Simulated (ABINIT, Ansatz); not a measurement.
# GaP (F-43m): Raman and infrared activity, part 2 of 3

Wanted: vibrational spectra of GaP (F-43m) from linear and non-linear response.

ABINIT 10.8.3; DFT LDA, scalar-relativistic, plane waves, HGH norm-conserving pseudopotentials.

So far, gap on the k-mesh (eV): step 4 (the gap at rest) 1.45. The relaxed cell has a = 5.320 Å (conventional setting).

## (6) Zone-centre analysis

anaddb reads the merged derivatives, imposes the acoustic sum rule and charge neutrality, and adds the LO-TO term along chosen directions.

File anaddb.abi:

```
ddb_filepath "gamma_DDB"
output_file "anaddb.abo"
outdata_prefix "anaddb"
asr 1
chneut 1
enunit 2
eivec 1
nph1l 1
qph1l 0.0 0.0 0.0 1.0
dieflag 1
nph2l 3
qph2l 
    1.0 0.0 0.0 0.0
    0.0 0.0 1.0 0.0
    1.0 1.0 1.0 0.0
nlflag 1
ramansr 1
alphon 1
prtmbm 1
```

File mrgddb.in:

```
gamma_DDB
merged
3
dfpt_gammao_DS2_DDB
dfpt_gammao_DS3_DDB
gso_DDB
```

Command:

```console
$ mrgddb < mrgddb.in > mrgddb.log
$ OMP_NUM_THREADS=1 anaddb anaddb.abi > anaddb.log
```

anaddb.abo, the main output file:

```text
[banners, grids, parts of the stress and lines that vanish by symmetry left out]
-outvars_anaddb: echo values of input variables ----------------------

 Flags :
[...]
Dielectric Tensor and Effective Charges
[...]
Effective charge tensors after
[...]
1          1        0.000000001        0.000000000        0.000000000
[...]
1          2       -0.000000001        0.000000001       -0.124182174
[...]
1          3        0.000000001       -0.124182174        0.000000001
[...]
2          1       -0.000000001       -0.000000000       -0.000000000
[...]
2          2        0.000000001       -0.000000001        0.124182174
[...]
2          3       -0.000000001        0.124182174       -0.000000001
[...]
Phonon wavevector (reduced coordinates) :  0.00000  0.00000  0.00000
 Phonon energies in Hartree :
[...]
Phonon energies in meV     :
-  0.000000E+00  0.000000E+00  0.000000E+00  4.579588E+01  4.579588E+01
-  4.579588E+01
 Phonon frequencies in cm-1    :
-  0.000000E+00  0.000000E+00  0.000000E+00  3.693687E+02  3.693687E+02
-  3.693687E+02
 Phonon frequencies in Thz     :
-  0.000000E+00  0.000000E+00  0.000000E+00  1.107339E+01  1.107339E+01
-  1.107339E+01
 Phonon energies in Kelvin  :
-  0.000000E+00  0.000000E+00  0.000000E+00  5.314391E+02  5.314391E+02
-  5.314391E+02
[...]
-  1  0.00000000E+00  0.00000000E+00  2.33406097E-03
-     0.00000000E+00  0.00000000E+00  0.00000000E+00
-  2  0.00000000E+00  0.00000000E+00  2.33406095E-03
-     0.00000000E+00  0.00000000E+00  0.00000000E+00
[...]
-  1  0.00000000E+00 -2.33406097E-03  0.00000000E+00
-     0.00000000E+00  0.00000000E+00  0.00000000E+00
-  2  0.00000000E+00 -2.33406095E-03  0.00000000E+00
-     0.00000000E+00  0.00000000E+00  0.00000000E+00
[...]
-  1  2.33406098E-03  0.00000000E+00  0.00000000E+00
-     0.00000000E+00  0.00000000E+00  0.00000000E+00
-  2  2.33406095E-03  0.00000000E+00  0.00000000E+00
-     0.00000000E+00  0.00000000E+00  0.00000000E+00
[...]
-  1  0.00000000E+00  0.00000000E+00  1.55568312E-03
-     0.00000000E+00  0.00000000E+00  0.00000000E+00
-  2  0.00000000E+00  0.00000000E+00 -3.50189606E-03
-     0.00000000E+00  0.00000000E+00  0.00000000E+00
[...]
-  1  1.31860237E-07 -1.55568311E-03  0.00000000E+00
-     0.00000000E+00  0.00000000E+00  0.00000000E+00
-  2 -2.96821915E-07  3.50189605E-03  0.00000000E+00
-     0.00000000E+00  0.00000000E+00  0.00000000E+00
[...]
-  1  1.55568311E-03  1.31860237E-07  0.00000000E+00
-     0.00000000E+00  0.00000000E+00  0.00000000E+00
-  2 -3.50189605E-03 -2.96821915E-07  0.00000000E+00
-     0.00000000E+00  0.00000000E+00  0.00000000E+00
[...]
-     1         -0.000000    -0.000000     0.000000     0.000000
-     2         -0.000000    -0.000000     0.000000     0.000000
-     3          0.000000     0.000000    -0.000000     0.000000
-     4         -0.000000    -0.000000     2.669343     2.669343
-     5         -0.000000    -2.669343     0.000000     2.669343
-     6          2.669343     0.000000     0.000000     2.669343
[...]
-   1     Real    0.0000E+00  0.0000E+00  0.0000E+00  0.0000E+00  0.0000E+00  0.0000E+00  0.0000E+00
[...]
-   2     Real    0.0000E+00  0.0000E+00  0.0000E+00  0.0000E+00  0.0000E+00  0.0000E+00  0.0000E+00
[...]
-   3     Real    0.0000E+00  0.0000E+00  0.0000E+00  0.0000E+00  0.0000E+00  0.0000E+00  0.0000E+00
[...]
-   4     Real    0.0000E+00  0.0000E+00  1.0463E-04  0.0000E+00  0.0000E+00  0.0000E+00  1.0463E-04
[...]
-   5     Real    0.0000E+00  1.0463E-04  0.0000E+00  0.0000E+00  0.0000E+00  0.0000E+00  1.0463E-04
[...]
-   6     Real    1.0463E-04  0.0000E+00  0.0000E+00  0.0000E+00  0.0000E+00  0.0000E+00  1.0463E-04
[...]
-         0.000000000      -0.000000000       0.000000000
-        -0.000000000      -0.000000000       0.000000000
[...]
Phonon at Gamma, with non-analyticity in the
[...]
Phonon energies in Hartree :
[...]
Phonon energies in meV     :
-  0.000000E+00  0.000000E+00  0.000000E+00  4.579588E+01  4.579588E+01
-  4.982598E+01
 Phonon frequencies in cm-1    :
-  0.000000E+00  0.000000E+00  0.000000E+00  3.693687E+02  3.693687E+02
-  4.018737E+02
 Phonon frequencies in Thz     :
-  0.000000E+00  0.000000E+00  0.000000E+00  1.107339E+01  1.107339E+01
-  1.204787E+01
 Phonon energies in Kelvin  :
-  0.000000E+00  0.000000E+00  0.000000E+00  5.314391E+02  5.314391E+02
-  5.782065E+02
[...]
-  1  0.00000000E+00  0.00000000E+00  2.33406097E-03
[...]
-  2  0.00000000E+00  0.00000000E+00  2.33406095E-03
[...]
Phonon at Gamma, with non-analyticity in the
[...]
Phonon energies in Hartree :
[...]
Phonon energies in meV     :
-  0.000000E+00  0.000000E+00  0.000000E+00  4.579588E+01  4.579588E+01
-  4.982598E+01
 Phonon frequencies in cm-1    :
-  0.000000E+00  0.000000E+00  0.000000E+00  3.693687E+02  3.693687E+02
-  4.018737E+02
 Phonon frequencies in Thz     :
-  0.000000E+00  0.000000E+00  0.000000E+00  1.107339E+01  1.107339E+01
-  1.204787E+01
 Phonon energies in Kelvin  :
-  0.000000E+00  0.000000E+00  0.000000E+00  5.314391E+02  5.314391E+02
-  5.782065E+02
[...]
Phonon at Gamma, with non-analyticity in the
[...]
Phonon energies in Hartree :
[...]
Phonon energies in meV     :
-  0.000000E+00  0.000000E+00  0.000000E+00  4.579588E+01  4.579588E+01
-  4.982598E+01
 Phonon frequencies in cm-1    :
-  0.000000E+00  0.000000E+00  0.000000E+00  3.693687E+02  3.693687E+02
-  4.018737E+02
 Phonon frequencies in Thz     :
-  0.000000E+00  0.000000E+00  0.000000E+00  1.107339E+01  1.107339E+01
-  1.204787E+01
 Phonon energies in Kelvin  :
-  0.000000E+00  0.000000E+00  0.000000E+00  5.314391E+02  5.314391E+02
-  5.782065E+02
[...]
-  1  0.00000000E+00  2.33406097E-03  0.00000000E+00
[...]
-  2  0.00000000E+00  2.33406095E-03  0.00000000E+00
[...]
-  1  2.33406098E-03  0.00000000E+00  0.00000000E+00
[...]
-  2  2.33406095E-03  0.00000000E+00  0.00000000E+00
[...]
-  1  2.31550692E-04  9.65826795E-04 -1.19737749E-03
[...]
-  2 -5.21228549E-04 -2.17410924E-03  2.69533779E-03
[...]
-  1  1.24892657E-03 -8.24992069E-04 -4.23934506E-04
[...]
-  2 -2.81137656E-03  1.85708544E-03  9.54291114E-04
[...]
-        -0.000000000       0.000000000      -0.000000000
-        -0.000000000      -0.000000000      -0.000000000
[...]
-        -0.000000000       0.007705419      -0.006215333
-         0.007705419       0.000000000      -0.001490086
-        -0.006215333      -0.001490086      -0.000000000
[...]
-         0.000000000       0.002728123       0.005309027
-         0.002728123      -0.000000000      -0.008037150
-         0.005309027      -0.008037150      -0.000000000
[...]
Direction                     Dielectric constant
[...]
0.00000   0.00000   1.00000     11.76965984
   1.00000   1.00000   1.00000     11.76965984
-
```

Run time: 1.1 s. Hardware: 1 thread of Arm Neoverse N1, shared host.

Numbers from this step:

```yaml
mean_static_dielectric_constant: 11.77
highest_mode_moved_by_the_lo_to_term: 401.9 cm⁻¹
```

No LO-TO term; unit eigenvectors of the mass-weighted matrix, from anaddb's displacements. The modes at Γ (shares of kinetic energy by element, %):

```csv
mode,frequency (cm⁻¹),symmetry,Ga %,P %
1,0.0,acoustic,69,31
2,0.0,acoustic,69,31
3,0.0,acoustic,69,31
4,369.4,T2,31,69
5,369.4,T2,31,69
6,369.4,T2,31,69
```

Displacements in mode 5 (369.4 cm⁻¹), the largest set to 1:
```
Ga1  0.00 -0.44  0.00
P2   0.00  1.00  0.00
```

Trace of the oscillator strength, degenerate modes summed. Infrared lines, with heights relative to the strongest:

```csv
position (cm⁻¹),lines merged,"IR intensity, relative"
369,3,100
```

From anaddb's Raman susceptibilities, degenerate modes summed; transverse modes, the longitudinal lines of polar modes are not listed. Lines of the Raman spectrum (strongest = 100):

```csv
position (cm⁻¹),lines merged,"Raman activity (Å⁴/amu), powder, relative"
369,3,100
```

Static dielectric tensor (ions relaxed, fixed cell):

```
11.77  0.00  0.00
 0.00 11.77  0.00
 0.00  0.00 11.77
```

Non-linear optical d (pm/V). Tensor:

```csv
field along,xx,yy,zz,yz,xz,xy
x,0,0,0,33.2,0,0
y,0,0,0,0,33.2,0
z,0,0,0,0,0,33.2
```

The rule moves no optical mode by more than 0.1 cm⁻¹.

(Continued in part 3 of 3.)

[Host names and launcher messages were left out of these logs when they were recorded.]

[Logs are printed without paths, hosts, clocks, repeated set-up lines and the standing remarks that a program may print on its own settings, such as how far it seeks lower states.]

[Hosts, paths, dates, database ids (printed as entryN), source tags and the programs' standing remarks are cut or masked in the printed files.]
